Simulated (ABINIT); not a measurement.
# MoS2 (R3m) in ABINIT: further runs, part 2 of 2

ABINIT 10.8.3 (patched build). The steps go on from the part before.

## 4. Single point, LDA

Input file run.abi:

```
# Pseudopotentials
pp_dirpath "./"
pseudos "Mo.upf, S.upf"

# Structure
acell 3*1.0 Angstrom
rprim
     1.5800000000     0.9122134253     6.1500000000
    -1.5800000000     0.9122134253     6.1500000000
     0.0000000000    -1.8244268506     6.1500000000
ntypat 2
znucl 42 16
natom 3
typat 1 2 2
xred
     0.0000000000     0.0000000000     0.0000000000
     0.4170000000     0.4170000000     0.4170000000
     0.2500000000     0.2500000000     0.2500000000

# Plane-wave basis
ecut 35.0

# k points
kptopt 1
ngkpt 8 8 8
nshiftk 1
shiftk 0.0 0.0 0.0

# Exchange and correlation
ixc 7

# Bands and occupations
nband 17
occopt 3
tsmear 0.00183747

# SCF cycle
nstep 100
tolvrs 1.0e-10

# Output
iomode 3
prtwf 0
prtden 0
prteig 0
prtebands 0
enunit 2
```

Potentials or basis: PseudoDojo NC SR LDA v0.4.1 standard.

The run is started by

```sh
mpirun --bind-to none -np 4 abinit run.abi > log 2>&1
```

run.abo:

```text
.Version 10.8.3 of ABINIT
 Symmetries : space group R3 m (#160); Bravais hR (rhombohedral)
================================================================================
 Values of the parameters that define the memory need of the present run
     intxc =       0    ionmov =       0      iscf =       7    lmnmax =       6
     lnmax =       6     mgfft =      72  mpssoang =       3    mqgrid =    3001
     natom =       3  nloc_mem =       1    nspden =       1   nspinor =       1
    nsppol =       1      nsym =       6    n1xccc =    2501    ntypat =       2
    occopt =       3   xclevel =       1
       mpw =        3568          nfft =      373248          nkpt =          65
================================================================================
================================================================================

--------------------------------------------------------------------------------
------------- Echo of variables that govern the present computation ------------
--------------------------------------------------------------------------------
 -outvars: echo values of preprocessed input variables --------
            acell      1.8897261259E+00  1.8897261259E+00  1.8897261259E+00 Bohr
              amu      9.59400000E+01  3.20660000E+01
             ecut      3.50000000E+01 Hartree
           enunit           2
                       outvar_i_n : Printing only first  50 k-points.
              ixc           7
                       outvar_i_n : Printing only first  50 k-points.
         kptrlatt        8    0    0      0    8    0      0    0    8
          kptrlen      4.77722765E+01
            natom           3
            nband          17
            ngfft          72      72      72
             nkpt          65
            nstep         100
             nsym           6
           ntypat           2
                       prtocc : prtvol=0, do not print more k-points.
           occopt           3
           prtden           0
        prtebands           0
           prteig           0
            prtwf           0
            rprim      1.5800000000E+00  9.1221342530E-01  6.1500000000E+00
                      -1.5800000000E+00  9.1221342530E-01  6.1500000000E+00
                       0.0000000000E+00 -1.8244268506E+00  6.1500000000E+00
          spgroup         160
           tolvrs      1.00000000E-10
           tsmear      1.83747000E-03 Hartree
            typat      1  2  2
                       outvars : Printing only first  50 k-points.
           xangst      0.0000000000E+00  0.0000000000E+00  0.0000000000E+00
                      -3.8351262239E-17 -2.6932164767E-17  7.6936500000E+00
                       0.0000000000E+00  0.0000000000E+00  4.6125000000E+00
            xcart      0.0000000000E+00  0.0000000000E+00  0.0000000000E+00
                      -7.2473382215E-17 -5.0894415388E-17  1.4538891409E+01
                       0.0000000000E+00  0.0000000000E+00  8.7163617557E+00
             xred      0.0000000000E+00  0.0000000000E+00  0.0000000000E+00
                       4.1700000000E-01  4.1700000000E-01  4.1700000000E-01
                       2.5000000000E-01  2.5000000000E-01  2.5000000000E-01
            znucl       42.00000   16.00000

================================================================================

 chkinp: Checking input parameters for consistency.

================================================================================
== DATASET  1 ==================================================================

--- !DatasetInfo
iteration_state: {dtset: 1, }
dimensions: {natom: 3, nkpt: 65, mband: 17, nsppol: 1, nspinor: 1, nspden: 1, mpw: 3568, }
cutoff_energies: {ecut:  35.0, pawecutdg:  -1.0, }
electrons: {nelect:   2.60000000E+01, charge:   0.00000000E+00, occopt:   3.00000000E+00, tsmear:   1.83747000E-03, }
[... 92 lines left out ...]
...

 Integrated electronic density in atomic spheres:
 ------------------------------------------------
 Atom  Sphere_radius  Integrated_density
    1        2.00000         10.53580840
    2        2.00000          3.93558883
    3        2.00000          3.94437039
================================================================================

 ----iterations are completed or convergence reached----

 Mean square residual over all n,k,spin=   10.783E-11; max=  88.013E-09
 reduced coordinates (array xred) for    3 atoms
       0.000000000000      0.000000000000      0.000000000000
       0.417000000000      0.417000000000      0.417000000000
       0.250000000000      0.250000000000      0.250000000000
 rms dE/dt=  1.6261E-02; max dE/dt=  2.0777E-02; dE/dt below (all hartree)
    1      -0.018924210427     -0.018924210427     -0.018924210427
    2      -0.001852679957     -0.001852679957     -0.001852679957
    3       0.020776889320      0.020776889320      0.020776889320

 cartesian coordinates (angstrom) at end:
    1      0.00000000000000     0.00000000000000     0.00000000000000
    2     -0.00000000000000    -0.00000000000000     7.69365000000000
    3      0.00000000000000     0.00000000000000     4.61250000000000

 cartesian forces (hartree/bohr) at end:
    1      0.00000000000000     0.00000000000000     0.00162833507282
    2      0.00000000000000     0.00000000000000     0.00015941395513
    3     -0.00000000000000    -0.00000000000000    -0.00178774902795
 frms,max,avg= 8.0780460E-04 1.7877490E-03   0.000E+00  0.000E+00  3.055E-11 h/b

 cartesian forces (eV/Angstrom) at end:
    1      0.00000000000000     0.00000000000000     0.08373235604548
    2      0.00000000000000     0.00000000000000     0.00819739516280
    3     -0.00000000000000    -0.00000000000000    -0.09192975120828
 frms,max,avg= 4.1538983E-02 9.1929751E-02   0.000E+00  0.000E+00  1.571E-09 e/A
 length scales=  1.889726125908  1.889726125908  1.889726125908 bohr
              =  1.000000000000  1.000000000000  1.000000000000 angstroms
 Fermi (or HOMO) energy (hartree) =   0.32549   Average Vxc (hartree)=  -0.41455
 Eigenvalues (hartree) for nkpt=  65  k points:
 kpt#   1, nband= 17, wtk=  0.00195, kpt=  0.0000  0.0000  0.0000 (reduced coord)
  -1.94797   -1.00091   -0.99194   -0.99194   -0.24448   -0.18025    0.05081    0.18172
   0.18172    0.22370    0.22370    0.26382    0.26579    0.38386    0.38386    0.39984
   0.39984
      occupation numbers for kpt#   1
   2.00000    2.00000    2.00000    2.00000    2.00000    2.00000    2.00000    2.00000
   2.00000    2.00000    2.00000    2.00000    2.00000    0.00000    0.00000    0.00000
   0.00000
 prteigrs : prtvol=0 or 1, do not print more k-points.

 Fermi (or HOMO) energy (eV) =   8.85710   Average Vxc (eV)= -11.28048
 Eigenvalues (   eV  ) for nkpt=  65  k points:
 kpt#   1, nband= 17, wtk=  0.00195, kpt=  0.0000  0.0000  0.0000 (reduced coord)
 -53.00687  -27.23618  -26.99203  -26.99203   -6.65251   -4.90493    1.38255    4.94486
   4.94486    6.08732    6.08732    7.17899    7.23265   10.44540   10.44540   10.88011
  10.88011
 prteigrs : prtvol=0 or 1, do not print more k-points.

--- !EnergyTerms
iteration_state     : {dtset: 1, }
comment             : Components of total free energy in Hartree
kinetic             :  3.00358949479871E+01
hartree             :  2.75209764712425E+01
xc                  : -1.66426331409890E+01
Ewald energy        : -5.94751984563713E+01
psp_core            :  2.40264285646888E+00
local_psp           : -8.81074628709777E+01
non_local_psp       :  1.16708590564522E+01
internal            : -9.25949211361873E+01
'-kT*entropy'       : -6.65272158824524E-08
total_energy        : -9.25949212027145E+01
total_energy_eV     : -2.51963616526324E+03
band_energy         : -8.17309192524883E+00
...

 Cartesian components of stress tensor (hartree/bohr^3)
  sigma(1 1)=  1.17015621E-04  sigma(3 2)=  0.00000000E+00
  sigma(2 2)=  1.17015622E-04  sigma(3 1)=  0.00000000E+00
  sigma(3 3)=  3.21815225E-05  sigma(2 1)=  0.00000000E+00

-Cartesian components of stress tensor (GPa)         [Pressure= -2.6107E+00 GPa]
- sigma(1 1)=  3.44271844E+00  sigma(3 2)=  0.00000000E+00
- sigma(2 2)=  3.44271845E+00  sigma(3 1)=  0.00000000E+00
- sigma(3 3)=  9.46813082E-01  sigma(2 1)=  0.00000000E+00

== END DATASET(S) ==============================================================
================================================================================

 -outvars: echo values of variables after computation  --------
            acell      1.8897261259E+00  1.8897261259E+00  1.8897261259E+00 Bohr
           etotal     -9.2594921203E+01
            fcart      1.6681415702E-19  3.9939077027E-19  1.6283350728E-03
                       3.0157486477E-19  3.6896885413E-19  1.5941395513E-04
                      -4.6838902179E-19 -7.6835962440E-19 -1.7877490279E-03
            rprim      1.5800000000E+00  9.1221342530E-01  6.1500000000E+00
                      -1.5800000000E+00  9.1221342530E-01  6.1500000000E+00
                       0.0000000000E+00 -1.8244268506E+00  6.1500000000E+00
           strten      1.1701562129E-04  1.1701562158E-04  3.2181522544E-05
                       0.0000000000E+00  0.0000000000E+00  0.0000000000E+00
           xangst      0.0000000000E+00  0.0000000000E+00  0.0000000000E+00
                      -3.8351262239E-17 -2.6932164767E-17  7.6936500000E+00
                       0.0000000000E+00  0.0000000000E+00  4.6125000000E+00
             xred      0.0000000000E+00  0.0000000000E+00  0.0000000000E+00
                       4.1700000000E-01  4.1700000000E-01  4.1700000000E-01
                       2.5000000000E-01  2.5000000000E-01  2.5000000000E-01
 Calculation completed.
```

It took 1.9 min on 4 MPI ranks of Arm Neoverse V2, shared host; peak memory 0.64 GiB.

What came out:

```
Free energy                                           : -2519.6362 eV
Pressure                                              : -2.6 GPa
Largest force                                         : 0.092 eV/Å
Band gap on the k mesh                                : 0.96 eV, indirect (least direct gap 2.02 eV)
Valence electrons inside the program's atomic spheres : Mo 10.54; S 3.94
```

Forces in eV/Å, atoms in the order of the input:
```
Mo   0.000  0.000  0.084
S    0.000  0.000  0.008
S    0.000  0.000 -0.092
```

A k mesh can miss the band edges. A hybrid or GW would open this gap; LDA tends to underestimate it.

## 5. Summary

| level | potentials or basis | cutoff (eV) | gap on the mesh (eV) | pressure (GPa) | largest force (eV/Å) |
| --- | --- | --- | --- | --- | --- |
| PBEsol | PseudoDojo NC SR PBEsol v0.4.1 standard | 980 | 0.99 | 0.3 | 0.27 |
| PBE | PseudoDojo NC SR PBE v0.4.1 standard | 1088 | 1.03 | 5.4 | 0.53 |
| LDA | PseudoDojo NC SR LDA v0.4.1 standard | 952 | 0.96 | -2.6 | 0.09 |

Alike in all rows: task single point; no spin polarisation; cell as given; k mesh 8 × 8 × 8; smearing fermi-dirac 0.05 eV.

Absolute energies hang on the potentials; compare differences alone.
